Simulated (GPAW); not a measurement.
Crystal: CdTe.

```xyz
2
Lattice="0.0000 3.2050 3.2050 3.2050 0.0000 3.2050 3.2050 3.2050 0.0000" Properties=species:S:1:pos:R:3 pbc="T T T"
Te    4.8075    4.8075    4.8075
Cd    0.0000    0.0000    0.0000
```

Base run:

* Program: GPAW 26.7.0
* Functional: GLLB-SC
* Potentials or basis: the program's PAW data sets (release 1.2.1) made for this functional
* Cutoff: 450 eV
* Basis: pw
* k mesh: 6 × 6 × 6
* Occupations: fermi-dirac, width 0.001 eV
* Spin: no spin polarisation

Its results: band gap on the k mesh, kohn-sham part alone 1.15 eV, direct; electronic dielectric tensor (diagonal) 7.15.

After a change of settings the same cell gave: band gap on the k mesh 1.02 eV, direct; electronic dielectric tensor (diagonal) 7.38. Which change was it?
A. functional from GLLB-SC to RPBE
B. functional from GLLB-SC to PBE; potentials or basis from the program's PAW data sets (release 1.2.1) made for this functional to GPAW PAW data sets (gpaw-data 1.2.1)
C. functional from GLLB-SC to LDA
D. functional from GLLB-SC to AM05; potentials or basis from the program's PAW data sets (release 1.2.1) made for this functional to PAW data sets generated in the run's folder for this functional

A.

Caveats: the long-wavelength limit can be off by several per cent where d states take part; spin-orbit coupling is left out, which moves the levels of the heavy elements; a model potential gives levels but no total energy (some runs); response on these states lacks terms of the Hamiltonian (some runs).
